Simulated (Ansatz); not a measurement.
## What strain does to Se (R-3)

Se (R-3) from a database structure, relaxed with r2SCAN+rVV10 in Ansatz 0.2.0. The symmetry is R-3 (No. 148, trigonal); a = 11.249 Å, c = 4.466 Å in the conventional setting, 27.19 Å³ an atom. Se has 2 Se at 2.37 Å.

The axes x, y and z are those of this cell:
```
Se
1.0
     5.62475    3.24745    1.48853
    -5.62475    3.24745    1.48853
     0.00000   -6.49490    1.48853
Se
6
Direct
  0.83930 0.71504 0.08414
  0.71504 0.08414 0.83930
  0.08414 0.83930 0.71504
  0.16070 0.28496 0.91586
  0.28496 0.91586 0.16070
  0.91586 0.16070 0.28496
```

Unstrained: PBE gives an indirect gap of 1.162 eV, from T to k = (0.151, 0.219, -0.232); the least direct gap is 1.379 eV at k = (0.151, 0.219, -0.232). r2SCAN gives an indirect gap of 1.442 eV, from T to k = (0.151, 0.219, -0.232); the least direct gap is 1.680 eV at k = (0.151, 0.219, -0.232). HSE06 gives an indirect gap of 2.030 eV, from T to k = (0.151, 0.219, -0.232); the least direct gap is 2.255 eV at k = (0.151, 0.219, -0.232). Meshes: PBE 6×6×6, r2SCAN 6×6×6, HSE06 4×4×4. Strains are changes of length per length. After each strain the atoms were relaxed again with r2SCAN+rVV10 within the symmetry that the strain leaves, so tilts or polar shifts that break it weren't tested; points keep the names that they have in the unstrained zone. The values are computed, spin-unpolarised, and not measurements.

Changes of the least gap in eV (an overlap counts as a negative gap):

| strain | volume change (%) | space group | PBE | r2SCAN | HSE06 |
| --- | --- | --- | --- | --- | --- |
| isotropic -2.82 % on every length | -8.2 | R-3 | -0.066 | -0.055 | -0.106 |
| epitaxial -2.01 % in the xy plane, free normal strain +2.71 % | -1.4 | R-3 | +0.070 | +0.081 | +0.062 |

Isotropic -2.82 % on every length. HSE06: the gap goes from 2.030 to 1.924 eV (-0.106 eV); the edges go from T → (0.151, 0.219, -0.232) to (-0.068, 0.109, 0.417) → (0.227, -0.141, -0.237). Stress change with PBE, compression positive: xx +2.09, yy +2.09, zz +1.47 GPa.

Epitaxial -2.01 % in the xy plane, free normal strain +2.71 %. HSE06: the gap goes from 2.030 to 2.092 eV (+0.062 eV); the edges go from T → (0.151, 0.219, -0.232) to (-0.073, 0.109, 0.417) → (0.240, -0.148, -0.242). Stress change with PBE, compression positive: xx +0.62, yy +0.62, zz +0.05 GPa.

Spin-orbit coupling is left out.

Where an edge lies off the special points, it is a point of the mesh or the k point where a search put PBE's edge or least direct gap, reused for the other functionals, whose own edges may lie a little apart.

Coordinates of k points refer to the reciprocal vectors of the primitive cell of the runs.

The meshes of the hybrids are coarse, so their gaps aren't converged to the digits shown.
